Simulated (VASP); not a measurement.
Slab: WS2, a slab with vacuum.

```
W S
1.0
     3.18321    0.00000    0.00000
    -1.59160    2.75674    0.00000
     0.00000    0.00000   23.66876
W S
2 4
Cartesian
  1.5916 0.9189 8.5842
  0.0000 1.8378 15.0845
  1.5916 0.9189 16.6435
  0.0000 1.8378 10.1434
  1.5916 0.9189 13.5253
  0.0000 1.8378 7.0253
```

| Item | Value |
| --- | --- |
| Program | VASP 6.6.1 |
| Task | single point |
| Functional | PBE |
| Potentials or basis | VASP PAW PBE potentials, release 64 (W_sv, S) |
| Cutoff | 520 eV |
| k mesh | 10 × 10 × 2 |
| Occupations | fermi-dirac, width 0.05 eV |
| Spin | no spin polarisation |

On this cell: largest force 0.274 eV/Å; band gap on the k mesh 1.68 eV, indirect (least direct gap 2.13 eV).

The same run follows on a disturbed copy (atoms moved at random, drawn with an rms of 0.05 Å):

```
W S
1.0
     3.18321    0.00000    0.00000
    -1.59160    2.75674    0.00000
     0.00000    0.00000   23.66876
W S
2 4
Direct
  0.66094 0.34677 0.36224
  0.33785 0.67556 0.63660
  0.68437 0.33076 0.70385
  0.32679 0.66659 0.42696
  0.66867 0.33238 0.57068
  0.32942 0.66257 0.29736
```

What does the disturbed cell give?

The energy moves by +13.8 meV/atom; largest force 1.143 eV/Å; band gap on the k mesh 1.54 eV, indirect (least direct gap 2.00 eV).

Forces on the atoms (eV/Å):
```
W    0.611 -0.964 -0.064
W    0.669 -0.591  0.479
S   -0.563  0.294 -0.258
S   -0.218  0.425  0.820
S   -0.108  0.297 -0.166
S   -0.391  0.539 -0.811
```

Caveats: spin-orbit coupling is left out, which moves the levels of the heavy elements.

A k mesh can miss the band edges.
